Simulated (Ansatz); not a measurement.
Ansatz 0.2.0, settings compared: Sn

Input:

```yaml
crystal:
  lattice:
    - [0.0, 3.224247, 0.0]
    - [3.224247, 0.0, 0.0]
    - [1.612123, 1.612123, -2.473093]
  atoms:
    - { symbol: Sn, position: [0.0, 0.0, 0.0] }
  symmetry: { tolerance: 0.0003 }
kpoints:
  mp_grid: { grid: [7, 7, 7], shift: [0, 0, 0] }
magnetization:
  spin_polarized: false
scf:
  occupations: { method: fermi_dirac, width: 0.0116 }
hamiltonian:
  pseudopotentials: { kind: paw }
  xc: r2scan
basis:
  ecutwfc: 500
output:
  forces: true
  stress: true
  eigenvalues: true
  write_density: true
  write_potential: true
  elf: true
  volumetric_format: npy
```

The command:

```bash
ansatz run input.yaml --threads 1 --pin off --max-ram 2560MiB --backend cpu --events-out ev --progress --plain --runs-dir out
```

Origin of the cell: a known structure type with other elements, at an estimated volume, so it need not be a known compound.

Output of this run (shortened):

```
SCF iter   1: F=—  HF=-6038.358890 eV  Δρ=5.09e-3  dr2=3.27e-3  dr2_τ=3.50e-4
SCF iter   2: F=—  HF=-6038.367218 eV  Δρ=1.71e-3  dr2=4.99e-4  dr2_τ=1.71e-5  defer=12
SCF iter   3: F=—  HF=-6038.367823 eV  Δρ=6.79e-4  dr2=8.15e-5  dr2_τ=2.56e-6  defer=12
SCF iter   4: F=—  HF=-6038.367915 eV  Δρ=3.10e-5  dr2=1.02e-7  dr2_τ=3.92e-9  defer=12
SCF iter   5: F=-6038.367915 eV  HF=-6038.367915 eV  Δρ=8.99e-6  dr2=2.51e-8  dr2_τ=2.12e-10  defer=12
SCF iter   6: F=-6038.367915 eV  HF=-6038.367915 eV  Δρ=8.74e-7  dr2=1.23e-10  dr2_τ=1.47e-11
SCF 1 converged in 6 iterations: F = -6038.367915 eV  dr2 = 1.23e-10
SCF converged after 6 iterations
Free energy (F): -6038.367915 eV
Harris-Foulkes:  -6038.367915 eV  (|F-HF|=1.50e-10)
Internal energy: -6038.367103 eV  (E = F + TS)
E sigma→0 (E₀):  -6038.367509 eV
Entropy (-TS):   -0.000812 eV (-0.812 meV/atom)
Fermi energy:    11.729652 eV
--- Per-component energies (eV) ---
  E_band       = -78.867848
  E_kinetic    = 186.504627
  E_local      = -785.106653  (includes V_loc(G=0)·N_el)
  E_nonlocal   = -33.102188
  E_hartree    = 506.427967
  E_xc         = -375.435745
  E_vxc        = -105.583795  (∫ρ·V_xc dr)
  E_paw        = -4157.634992  (= ΣΔE_a)
  E_vpaw       = -361.226998  (= ΣTr[D̂ρ^β])
  E_aug_tail   = -0.000000  (compensation charges beyond the density's cutoff)
  E_vtau       = 6.791057  (kinetic-family band-sum trace: ∫τ·v_τ [+ j·A + Jᵃ·Aᵃ] dr)
  E_ewald      = -1380.755439
  E_core_change = 0.735320  (= ΣΔE_core)
  E_smearing   = -0.000812  (= −TS)
  Σ components = -6038.367915   (vs F -6038.367915, Δ=0.00e0)
--- Forces (eV/Å), atoms counted from 1 ---
  atom   1  Sn     0.000000     0.000000     0.000000
  max |Σ_I F_I| component: 0.0 eV/Å
--- Stress (GPa, compression-positive) ---
        4.143441      -0.000000      -0.000000
       -0.000000       4.143441      -0.000000
       -0.000000      -0.000000       2.237591
  P = ⅓ Tr σ = 3.5082 GPa (35.082 kbar)
```

The same input was run again with these changes:

1. `basis.ecutwfc` 500 → "400 eV"
2. `basis.ecutwfc` 500 → "450 eV"
3. `accuracy` default → low
4. `scf.convergence.dr2_threshold` default → 1.0e-05; `scf.eigensolver.kind` default → davidson; `scf.algorithm` default → direct_min

```csv
run,end,SCF iterations,P (GPa),max force component (eV/Å),moment (μB),ΔE(σ→0) (meV/atom)
base,converged,6,3.51,0.000,–,0
1,converged,6,3.52,0.000,–,1.91
2,converged,6,3.51,0.000,–,0.45
3,converged,6,3.51,0.000,–,0.13
4,converged,4,3.51,0.000,–,0.00
```

Energies are compared only where functional, datasets, charge and starting cell are the same.

Caveats of the base run: the k mesh is coarse if the cell is a metal.

Run 1: the cutoff lies below the datasets' advice.
Run 2: the cutoff lies below the datasets' advice.
Run 4: the SCF threshold is loose for forces.

The base run took 2.6 s on 1 thread of Intel(R) Xeon(R) Platinum 8488C (Sapphire Rapids), with other jobs on the host, peak memory 0.4 GiB, from the program's own first density.
